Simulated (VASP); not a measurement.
Au, 1 atom in the cell. It takes space group Fm-3m (No. 225, cubic). Conventional cell: a = 4.054 Å, b = 4.054 Å, c = 4.054 Å, α = 90.00°, β = 90.00°, γ = 90.00°. Au (site symmetry m-3m) is surrounded by 12 Au at 2.87 Å.  The cell isn't the ideal one: a relaxed cell with its volume scaled by 0.98.

| Item | Value |
| --- | --- |
| Program | VASP 6.6.1 |
| Task | relaxation of the atoms |
| Functional | PBEsol |
| Potentials or basis | VASP PAW PBE potentials, release 64 (Au) |
| Cutoff | 600 eV |
| k mesh | 16 × 16 × 16 |
| Occupations | methfessel-paxton, width 0.1 eV |
| Spin | no spin polarisation |
| Further INCAR settings | ALGO = Normal; EDIFF = 1e-07; IBRION = 2; EDIFFG = -0.01; NSW = 40 |

Potentials or basis: VASP PAW PBE potentials, release 64 (Au).

The run is started by

```bash
$ cat potpaw_PBE.64/Au/POTCAR > POTCAR
$ mpirun -np 1 vasp_std > vasp.out
```

Hardware: 1 thread of Intel(R) Xeon(R) Platinum 8375C CPU @ 2.90GHz (Ice Lake) (shared host).

Question: How long does it take, and how much memory?

Answer: Run time: 11 s on 1 thread of Intel(R) Xeon(R) Platinum 8375C CPU @ 2.90GHz (Ice Lake), on a shared host, peak memory 0.16 GiB. Counts: scf iterations 11, k points 145, ion steps 1.
